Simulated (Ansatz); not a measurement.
Working through an equation of state with a fit of MgO, space group P6_3mc

Program: the Ansatz DFT code, driven from Python.

Notebook, run cell by cell (the value of a cell's last expression is shown):

In [1]:
```python
import warnings

import ansatz as az
import numpy as np
```

In [2]:
```python
SETTINGS = {
    "functional": "pbesol",
    "occupations": "fixed",
    "cutoff": 500,
    "kmesh": (12, 12, 4),
}
```

In [3]:
```python
VECTORS = np.array([
    [3.30778699, 0.0, 0.0],
    [-1.65389349, 2.86462756, 0.0],
    [0.0, 0.0, 4.98288167],
])
SITES = [
    ("Mg", [1 / 3, 2 / 3, 0.00215974]),
    ("Mg", [2 / 3, 1 / 3, 0.50215974]),
    ("O", [1 / 3, 2 / 3, 0.40244026]),
    ("O", [2 / 3, 1 / 3, 0.90244026]),
]


def crystal_on(cell):
    crystal = az.Crystal(lattice=az.Lattice.of(cell))
    for symbol, position in SITES:
        crystal = crystal.atom(symbol, position)
    return crystal
```

In [4]:
```python
warnings.simplefilter("ignore", az.DeckWarning)
```

In [5]:
```python
# uniform scaling of the cell
volumes, energies = [], []
for scale in np.linspace(0.92, 1.08, 7):
    cell = VECTORS * scale ** (1 / 3)
    job = (
        crystal_on(cell).calculation()
        .functional(SETTINGS["functional"])
        .occupations(SETTINGS["occupations"])
        .basis(SETTINGS["cutoff"])
        .kpoints(*SETTINGS["kmesh"])
    )
    data = job.run(threads=1).report
    volumes.append(abs(np.linalg.det(cell)) / len(SITES))
    energies.append(data["free_energy_ev"] / len(SITES))
    print(f"V = {volumes[-1]:8.4f} A^3/atom  F = {energies[-1]:.5f} eV/atom")
```
```text
V =  10.8596 A^3/atom  F = -1237.78713 eV/atom
V =  11.1744 A^3/atom  F = -1237.80689 eV/atom
V =  11.4891 A^3/atom  F = -1237.81822 eV/atom
V =  11.8039 A^3/atom  F = -1237.82225 eV/atom
V =  12.1187 A^3/atom  F = -1237.81986 eV/atom
V =  12.4335 A^3/atom  F = -1237.81187 eV/atom
V =  12.7482 A^3/atom  F = -1237.79897 eV/atom
```

In [6]:
```python
# third-order Birch-Murnaghan: a cubic in V^(-2/3)
x = np.array(volumes) ** (-2 / 3)
poly = np.polynomial.Polynomial.fit(x, energies, 3).convert()
roots = poly.deriv().roots()
x0 = min((r.real for r in roots if abs(r.imag) < 1e-9 and poly.deriv(2)(r.real) > 0), key=lambda r: abs(r - x.mean()))
v0 = x0 ** -1.5
b0 = 4 / 9 * poly.deriv(2)(x0) * v0 ** (-7 / 3) * 160.21766
b1 = 4 + 2 / 3 * x0 * poly.deriv(3)(x0) / poly.deriv(2)(x0)
print(f"V0 = {v0:.4f} A^3/atom, B0 = {b0:.1f} GPa, dB/dP = {b1:.2f}")
```
```text
V0 = 11.8372 A^3/atom, B0 = 120.7 GPa, dB/dP = 4.05
```

A third-order Birch-Murnaghan fit through the 7 points has its minimum at 11.84 Å³ an atom, 0.3 % above the typed cell, with a bulk modulus of 121 GPa and dB/dP = 4.0. From that minimum the energy rises by 35.2 meV an atom on the compressed side and 23.3 meV on the expanded side.

Total energies depend on the potentials; only differences at equal settings carry meaning. Shape and fractional positions are held along the curve, so the bulk modulus is an upper value where they are free to relax. This cell is a computed structure, which may not be the phase found in nature. The whole script took 30 s on 1 thread of Arm Neoverse V1 (shared host), peak memory 0.4 GiB.
